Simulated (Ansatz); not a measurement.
## AlAs: pressure against volume

Reference cell: an entry of the Crystallography Open Database (COD), whose atoms a relaxation with PBE at fixed cell left in place.

```
Al As
1.0
     0.00000    2.83040    2.83040
     2.83040    0.00000    2.83040
     2.83040    2.83040    0.00000
Al As
1 1
Direct
  0.00000 0.00000 0.00000
  0.25000 0.25000 0.25000
```

Atom numbers follow the list; atoms alike are taken as one site, whose name carries the number of the first.

The numbers come from a DFT calculation in Ansatz (PBE, plane waves and PAW, scalar-relativistic, 420 eV cutoff, Γ-centred 13×13×13 k-points, Fermi–Dirac smearing 0.02 eV).

The cell is scaled uniformly, and the ions relax again at each size.

```
V/V₀  pressure (GPa)  gap on the k-mesh (eV)
0.94             8.1                    1.37
0.96               ?                       ?
0.98             4.2                    1.44
1.00             2.6                    1.48
1.02             1.1                    1.51
1.04            -0.2                    1.54
1.06            -1.4                    1.57
```

Problem. Estimate the row at V/V₀ = 0.96, the equilibrium volume and the bulk modulus.

Solution. pressure (GPa): 6.1; gap on the k-mesh (eV): 1.41. Worked: a parabola in ln(V/V₀) through the other 6 rows gives 6.1 GPa there. It crosses zero pressure at V/V₀ = 1.036, the equilibrium volume of this functional, where the bulk modulus is B = −dP/d ln V = 67 GPa. The gap rises as the cell grows, by 0.017 eV per per cent of volume.

PBE gaps are too small, by a third to a half in many semiconductors; their changes with volume are better.
